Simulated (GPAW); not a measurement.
Crystal: Na2S.

```
CELL_PARAMETERS angstrom
0.00000 3.27350 3.27350
3.27350 0.00000 3.27350
3.27350 3.27350 0.00000
ATOMIC_POSITIONS crystal
S 0.00000 0.00000 0.00000
Na 0.75000 0.75000 0.75000
Na 0.25000 0.25000 0.25000
```

* Program: GPAW 26.7.0
* Task: relaxation of cell and atoms
* Functional: PBEsol
* Dispersion: D4
* Potentials or basis: PAW data sets generated in the run's folder for this functional
* Cutoff: 800 eV
* Basis: pw
* k mesh: 7 × 7 × 7
* Occupations: fermi-dirac, width 0.05 eV
* Spin: no spin polarisation

At the start: pressure -0.9 GPa; volume 23.39 Å³/atom.

Question: How do energy, volume and symmetry change on relaxing?

Answer: Over 3 steps the energy falls by 2.0 meV/atom and the volume is 22.64 Å³/atom (-3.2 %); space group Fm-3m (No. 225, to 0.05 Å).

The path:
| step | energy change (eV) | largest force (eV/Å) | pressure (GPa) | volume (Å³) |
| --- | --- | --- | --- | --- |
| 1 | 0.0000 | 0.0000 | -0.90 | 70.16 |
| 2 | -0.0007 | 0.0000 | -0.85 | 70.02 |
| 3 | -0.0061 | 0.0000 | 0.03 | 67.91 |

Final structure:
```
S Na
1.0
     0.00000    3.23826    3.23826
     3.23826    0.00000    3.23826
     3.23826    3.23826    0.00000
S Na
1 2
Direct
  0.00000 0.00000 0.00000
  0.75000 0.75000 0.75000
  0.25000 0.25000 0.25000
```

Caveat: later steps reuse the first step's grids.
